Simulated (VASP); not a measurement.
# Hf (P-1) in VASP: notebook, part 2 of 2

VASP 6.6.1. Earlier steps stand in the parts before.

## (5) Relaxation of cell and atoms, PBE, target pressure 10 GPa, at which the enthalpy is minimised (pressure_gpa = 10; all atoms moved at random, sigma 0.1 Å a component)

Contents of INCAR:

```
SYSTEM = Hf
ALGO = Normal ; EDIFF = 1E-6
EDIFFG = -0.01 ; ENCUT = 600
GGA = PE ; IBRION = 2
ISIF = 3 ; ISMEAR = -1
LASPH = .TRUE. ; LCHARG = .FALSE.
LREAL = .FALSE. ; LWAVE = .FALSE.
NELM = 60 ; NSW = 60
PREC = Accurate ; PSTRESS = 100
SIGMA = 0.05
```

Contents of KPOINTS:

```
k-points
0
G
  9 9 6
  0 0 0
```

Contents of POSCAR:

```
Hf
1.0
    0.0000000000     -2.2200000000     -2.2200000000
    0.0000000000      2.2200000000     -2.2200000000
    4.4400000000      0.0000000000      0.0000000000
Hf
2
Direct
    0.5138198400      0.4808622700      0.5061421700
    0.9861801600      0.0191377300      0.9938578300
```

Potentials or basis: VASP PAW PBE potentials, release 64 (Hf_pv).

Run with:

```console
cat potpaw_PBE.64/Hf_pv/POTCAR > POTCAR
mpirun -np 1 vasp_std > vasp.out
```

OUTCAR:

```text
SYSTEM = Hf
   EDIFF = 1E-6
   EDIFFG = -0.01
   ENCUT = 600
   GGA = PE
   IBRION = 2
   ISIF = 3
   ISMEAR = -1
   LASPH = .TRUE.
   LREAL = .FALSE.
   NELM = 60
   NSW = 60
   PREC = Accurate
   PSTRESS = 100

 ion  position               nearest neighbor table
   1  0.514  0.481  0.506-   2 3.00   2 3.08   2 3.09   2 3.12   2 3.17   2 3.20   2 3.21   2 3.28

   2  0.986  0.019  0.994-   1 3.00   1 3.08   1 3.09   1 3.12   1 3.17   1 3.20   1 3.21   1 3.28

  LATTYP: Found a simple tetragonal cell.
 ALAT       =     3.1395541085
 C/A-ratio  =     1.4142135624

  Lattice vectors:

 A1 = (   0.0000000000,  -2.2200000000,  -2.2200000000)
 A2 = (   0.0000000000,   2.2200000000,  -2.2200000000)
 A3 = (   4.4400000000,   0.0000000000,   0.0000000000)

Analysis of symmetry for initial positions (statically):
=====================================================================
 Subroutine PRICEL returns:
 Original cell was already a primitive cell.

 Routine SETGRP: Setting up the symmetry group for a
 simple tetragonal supercell.

 Subroutine GETGRP returns: Found  2 space group operations
 (whereof  1 operations were pure point group operations)
 out of a pool of 16 trial point group operations.

The static configuration has the point symmetry C_1 .
 The point group associated with its full space group is S_2 .

Analysis of symmetry for dynamics (positions and initial velocities):
=====================================================================
[... 351 lines left out ...]
--------------------------------------- Ionic step       17  -------------------------------------------

 number of electron      20.0000001 magnetization

 Free energy of the ion-electron system (eV)
  ---------------------------------------------------
  ext. energy  EPLUGINS =         0.00000000
  ---------------------------------------------------
  free energy    TOTEN  =       -19.60796296 eV

  energy without entropy =      -19.57960252  energy(sigma->0) =      -19.59378274

 E-fermi :   5.3238     XC(G=0): -11.6481

 val. band max:        5.3200322559   @ k =  -0.1111   0.2222   0.1667
 cond. band min:       5.3443930008   @ k =   0.1111  -0.2222   0.3333
 fundamental gap:      0.0243607449
 Fermi energy:         5.3237744808

 k-point     1 :       0.0000    0.0000    0.0000
  band No.  band energies     occupation
      1     -25.4097      2.00000
      2     -24.8194      2.00000
      3     -24.8170      2.00000
      4     -24.4245      2.00000
      5     -24.4241      2.00000
      6     -24.4210      2.00000
      7      -2.1722      2.00000
      8       1.7224      2.00000
      9       2.8450      2.00000
     10       6.6677      0.00000
     11       6.6819      0.00000
     12       6.8579      0.00000
     13       8.4537      0.00000
     14       9.6756      0.00000
[... 377 lines left out ...]
      1     -25.1681      2.00000
      2     -25.0703      2.00000
      3     -24.8632      2.00000
      4     -24.8158      2.00000
      5     -24.5818      2.00000
      6     -24.5715      2.00000
      7       0.0283      2.00000
      8       3.1971      2.00000
      9       4.4481      2.00000
     10       4.6888      1.99999
     11       5.3984      0.36697
     12       7.0795      0.00000
     13       8.0632      0.00000
     14       8.2301      0.00000

 [... further k-points ...]
[... 5 lines left out ...]
  --------------------------------------------------------------------------------------
  -------------------------------------------------------------------------------------
  Total        2.5809713      2.5883117      2.5786857      0.0012907     -0.0029670     -0.0014360
  in kB       99.9733285    100.2576579     99.8847984      0.0499944     -0.1149263     -0.0556224
  external PRESSURE =       0.0385950 kB  Pullay stress =     100.0000000 kB
[... 21 lines left out ...]
  energy  without entropy=      -19.5796025246  energy(sigma->0) =      -19.59378274

  enthalpy is  TOTEN    =       -17.0263031032 eV   P V=        2.5816598601

 reached required accuracy - stopping structural energy minimisation
```

OSZICAR:

```text
N       E                     dE             d eps       ncg     rms          rms(c)
DAV:   1     0.522893469220E+02    0.52289E+02   -0.12404E+04  6856   0.151E+03
DAV:   2    -0.181160637414E+02   -0.70405E+02   -0.69191E+02  8488   0.289E+02
DAV:   3    -0.202938745566E+02   -0.21778E+01   -0.21226E+01  9244   0.326E+01
DAV:   4    -0.203156182752E+02   -0.21744E-01   -0.21713E-01  7482   0.396E+00
[... 130 lines left out ...]
DAV:   1    -0.196080582324E+02   -0.10400E-02   -0.18174E-02  6832   0.118E+00    0.117E-01
DAV:   2    -0.196079980822E+02    0.60150E-04   -0.55735E-04  9058   0.198E-01    0.489E-02
DAV:   3    -0.196079701173E+02    0.27965E-04   -0.29117E-05  8730   0.430E-02    0.394E-02
DAV:   4    -0.196079631000E+02    0.70173E-05   -0.12038E-05  9014   0.276E-02    0.197E-02
DAV:   5    -0.196079629633E+02    0.13665E-06   -0.93002E-07  3952   0.835E-03
  17 F= -.17026303E+02 E0= -.17012123E+02  d E =-.293962E-04
```

It took 14 min on 1 thread of Intel Xeon Platinum 8488C (Sapphire Rapids), shared host; peak memory 0.32 GiB.

What came out:

- Free energy: -19.6080 eV
- Relaxed volume: 20.68 Å³/atom
- Relaxed cell: a = 3.097 Å, b = 3.096 Å, c = 4.313 Å, α = 90.00°, β = 90.00°, γ = 89.94°
- Space group after relaxing (to 0.05 Å): I4/mmm (No. 139)
- Energy change on relaxing (the enthalpy is what falls): +27.2 meV/atom
- Ionic steps: 17
- Pressure after relaxing: 10.0 GPa
- Band gap on the k mesh: none (metal or under the smearing width)

Forces on the atoms (eV/Å):
```
Hf   0.001 -0.002 -0.001
Hf  -0.001  0.002  0.001
```

Step by step:
| step | energy change (eV) | largest force (eV/Å) | pressure (GPa) | volume (Å³) |
| --- | --- | --- | --- | --- |
| 1 | 0.0000 | 0.5626 | 3.29 | 43.76 |
| 2 | 0.3782 | 0.3966 | 21.75 | 38.21 |
| 3 | 0.0966 | 0.4968 | 10.67 | 41.18 |
| 4 | 0.0998 | 0.4952 | 10.83 | 41.13 |
| 5 | 0.0765 | 0.2606 | 10.48 | 41.21 |
| 6 | 0.0644 | 0.1770 | 10.19 | 41.30 |
| 7 | 0.0505 | 0.0967 | 9.63 | 41.47 |
| 8 | 0.0407 | 0.0332 | 9.18 | 41.61 |
| 9 | 0.0619 | 0.0342 | 10.32 | 41.26 |
| 10 | 0.0574 | 0.0241 | 10.09 | 41.33 |
| 11 | 0.0565 | 0.0189 | 10.06 | 41.34 |
| 12 | 0.0551 | 0.0149 | 10.01 | 41.36 |
| 13 | 0.0541 | 0.0109 | 9.97 | 41.37 |
| 14 | 0.0524 | 0.0155 | 9.90 | 41.40 |
| 15 | 0.0582 | 0.0106 | 10.18 | 41.30 |
| 16 | 0.0554 | 0.0129 | 10.05 | 41.35 |
| 17 | 0.0545 | 0.0025 | 10.00 | 41.36 |

Final structure:
```yaml
crystal:
  lattice:
    - [-0.00004, -2.18867, -2.19120]
    - [-0.00013, 2.18836, -2.19075]
    - [4.31314, -0.00013, 0.00012]
  atoms:
    - { symbol: Hf, position: [0.49990, 0.50004, 0.49998] }
    - { symbol: Hf, position: [0.00010, 0.99996, 0.00002] }
```

Levels at points of the mesh, in eV from the Fermi level:
```
           k point  band 8  band 9  band 10  band 11  band 12  band 13
(0.00, 0.00, 0.00)   -3.60   -2.48     1.34     1.36     1.53     3.13
(0.00, 0.00, 0.50)   -4.77   -0.92    -0.92     1.59     1.59     3.22
```

Caveat: the cell is relaxed towards a set pressure, so the enthalpy falls and the energy may rise.

## (6) Relaxation of cell and atoms, PBE, target pressure 20 GPa, at which the enthalpy is minimised (pressure_gpa = 20; all atoms moved at random, sigma 0.1 Å a component)

Edit INCAR of step 5 so:

```diff
@@ -8,3 +8,3 @@
 NELM = 60 ; NSW = 60
-PREC = Accurate ; PSTRESS = 100
+PREC = Accurate ; PSTRESS = 200
 SIGMA = 0.05
```

KPOINTS is that of step 5.

POSCAR is that of step 5.

Potentials or basis: VASP PAW PBE potentials, release 64 (Hf_pv).

Run with:

```console
cat potpaw_PBE.64/Hf_pv/POTCAR > POTCAR
mpirun -np 1 vasp_std > vasp.out
```

Run time: 14 min. Hardware: 1 thread of Intel Xeon Platinum 8488C (Sapphire Rapids), shared host; peak memory 0.32 GiB.

Results (log left out):

* Free energy: -19.3521 eV
* Relaxed volume: 19.29 Å³/atom
* Relaxed cell: a = 3.007 Å, b = 3.007 Å, c = 4.268 Å, α = 89.95°, β = 90.01°, γ = 90.02°
* Space group after relaxing (to 0.05 Å): Fm-3m (No. 225)
* Energy change on relaxing (the enthalpy is what falls): +155.2 meV/atom
* Ionic steps: 18
* Pressure after relaxing: 20.0 GPa
* Largest force after relaxing: 0.008 eV/Å
* Band gap on the k mesh: none (metal or under the smearing width)

Forces on the atoms (eV/Å):
```
Hf  -0.004 -0.007  0.001
Hf   0.004  0.007 -0.001
```

Stress tensor (GPa, compression positive):
```
19.95 -0.06  0.03
-0.06 19.98 -0.01
 0.03 -0.01 19.99
```

Step by step:
| step | energy change (eV) | largest force (eV/Å) | pressure (GPa) | volume (Å³) |
| --- | --- | --- | --- | --- |
| 1 | 0.0000 | 0.5626 | 3.29 | 43.76 |
| 2 | 2.3827 | 0.6764 | 72.11 | 30.84 |
| 3 | 0.3073 | 0.6208 | 18.86 | 38.93 |
| 4 | 0.3461 | 0.6247 | 20.23 | 38.60 |
| 5 | 0.3585 | 0.6260 | 20.63 | 38.50 |
| 6 | 0.3382 | 0.2883 | 20.55 | 38.47 |
| 7 | 0.3366 | 0.2630 | 20.63 | 38.45 |
| 8 | 0.2804 | 0.1298 | 18.86 | 38.86 |
| 9 | 0.2766 | 0.1210 | 18.75 | 38.89 |
| 10 | 0.3047 | 0.0427 | 19.75 | 38.64 |
| 11 | 0.3139 | 0.0485 | 20.05 | 38.57 |
| 12 | 0.3137 | 0.0315 | 20.06 | 38.57 |
| 13 | 0.3136 | 0.0112 | 20.07 | 38.56 |
| 14 | 0.3136 | 0.0136 | 20.07 | 38.56 |
| 15 | 0.3082 | 0.0102 | 19.90 | 38.61 |
| 16 | 0.3059 | 0.0092 | 19.82 | 38.63 |
| 17 | 0.3079 | 0.0077 | 19.89 | 38.61 |
| 18 | 0.3104 | 0.0079 | 19.97 | 38.59 |

Final structure:
```
CELL_PARAMETERS angstrom
-0.00029 -2.12679 -2.12593
0.00118 2.12647 -2.12550
4.26809 0.00148 -0.00093
ATOMIC_POSITIONS crystal
Hf 0.49979 0.50026 0.50006
Hf 0.00021 0.99974 0.99994
```

Levels at points of the mesh, in eV from the Fermi level:
```
           k point  band 6  band 7  band 8  band 9  band 10  band 11  band 12  band 13  band 14
(0.00, 0.00, 0.00)  -29.49   -7.72   -3.96   -2.74     1.39     1.44     1.44     3.39     4.75
(0.00, 0.00, 0.50)  -29.72   -4.88   -4.88   -1.14    -1.13     1.48     1.48     3.50     3.50
```

Caveat: the cell is relaxed towards a set pressure, so the enthalpy falls and the energy may rise. Spin-orbit coupling is left out, which matters for the levels of Hf.

## (7) The runs side by side

```csv
cell,target pressure,gap on the mesh (eV),pressure (GPa),largest force (eV/Å)
"relaxed from: pressure_gpa = 0; all atoms moved at random, sigma 0.1 Å a component",-,none,0.0,0.01
"relaxed to 2 GPa from: pressure_gpa = 2; all atoms moved at random, sigma 0.1 Å a component",2 GPa,none,2.0,0.01
"relaxed to 5 GPa from: pressure_gpa = 5; all atoms moved at random, sigma 0.1 Å a component",5 GPa,none,5.0,0.01
"relaxed to 10 GPa from: pressure_gpa = 10; all atoms moved at random, sigma 0.1 Å a component",10 GPa,none,10.0,-
"relaxed to 20 GPa from: pressure_gpa = 20; all atoms moved at random, sigma 0.1 Å a component",20 GPa,none,20.0,0.01
```

Alike in all rows: task relaxation of cell and atoms; level PBE; potentials or basis VASP PAW PBE potentials, release 64 (Hf_pv); no spin polarisation; k mesh 9 × 9 × 6; cutoff (eV) 600; smearing fermi-dirac 0.05 eV.

Caveats: the cell is relaxed towards a set pressure, so the enthalpy falls and the energy may rise (some runs).

Total energies depend on the potentials used, so only differences within one code and one set of settings carry meaning.
